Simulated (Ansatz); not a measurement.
A surface is cut from this relaxed crystal of AlAs:

```cif
data_structure
_symmetry_space_group_name_H-M 'P 1'
_symmetry_Int_Tables_number 1
_cell_length_a 4.0125
_cell_length_b 4.0125
_cell_length_c 4.0125
_cell_angle_alpha 60.000
_cell_angle_beta 60.000
_cell_angle_gamma 60.000
_cell_volume 45.68
loop_
_atom_site_label
_atom_site_type_symbol
_atom_site_fract_x
_atom_site_fract_y
_atom_site_fract_z
_atom_site_occupancy
Al1 Al 0.00000 0.00000 0.00000 1
As1 As 0.75000 0.75000 0.75000 1
```

Miller indices refer to the conventional cell of F-43m (No. 216), a = 5.675 Å, b = 5.675 Å, c = 5.675 Å, α = 90.00°, β = 90.00°, γ = 90.00°. The bulk's gap is 1.34 eV.

Consider the (210) slab of 19 planes, 11.4 Å thick with 15 Å of vacuum as cut; outer planes As (top) and As (bottom), all atoms relaxed.

Computed with DFT PBEsol, scalar-relativistic, plane waves, PAW (Ansatz). Plane waves to 420 eV, a k mesh through Γ of 5×4×1 on the computed 19-atom cell and Gaussian smearing (0.05 eV); no spin polarisation. The cell repeats along c with a dipole correction in the vacuum.

The slab isn't stoichiometric (Al9As10), so its surface energy depends on the chemical potentials; it is given with the excess atoms taken from the element's standard state, a limit at which the compound may itself be unstable, so the figure can be too low. This cut of an insulator is polar or leaves open shells, so the slab is metallic here; real surfaces compensate by reconstruction or adsorbates. The slab's middle planes relax by over 3 % too, so it holds no bulk-like region.

Q: Give the surface energy with the excess atoms taken from the elements.

A: 1.15 J/m².

Q: Give the gap of the slab on the mesh.

A: None (metal or semimetal).

Q: Give the work function.

A: 4.79 eV.

Q: The top two planes lie 0.634 Å apart in the bulk. How does relaxation change this?

A: The spacing becomes 0.956 Å (+50.6 %).